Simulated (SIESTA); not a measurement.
Crystal: SiC (Moissanite).

```
Si C
1.0
     3.07600    0.00000    0.00000
    -1.53800    2.66389    0.00000
     0.00000    0.00000    5.04800
Si C
2 2
Direct
  0.66667 0.33333 0.50000
  0.33333 0.66667 0.00000
  0.66667 0.33333 0.88500
  0.33333 0.66667 0.38500
```

Base run:

| Quantity | Value |
| --- | --- |
| Program | SIESTA 5.4.2 |
| Functional | PBE |
| Potentials or basis | PseudoDojo 0.4 standard (PBE files) |
| Basis | DZ (energy shift 0.01 Ry) |
| Grid cutoff | 500 Ry |
| Energy shift | 0.01 Ry |
| k mesh | 10 × 10 × 5 |
| Occupations | fermi-dirac, width 0.05 eV |
| Spin | no spin polarisation |

Its results: band gap on the k mesh 3.01 eV, indirect (least direct gap 4.55 eV); pressure 21.9 GPa; largest force 0.953 eV/Å.

Q: The run is repeated on the same cell with these changes: basis from DZ (energy shift 0.01 Ry) to TZP (energy shift 0.003 Ry); energy shift from 0.01 Ry to 0.003 Ry. What comes out?

A: Band gap on the k mesh 2.48 eV, indirect (least direct gap 4.08 eV); pressure 6.8 GPa; largest force 0.811 eV/Å.

Caveats: the mesh misses the band edges, which the band path finds closer together; the basis of atomic orbitals isn't converged, which shifts pressures, moduli and gaps; the basis has no polarisation orbitals (some runs); so large a pressure means that the cell lies far from this level's equilibrium, or that cutoff or potentials fall short (some runs).
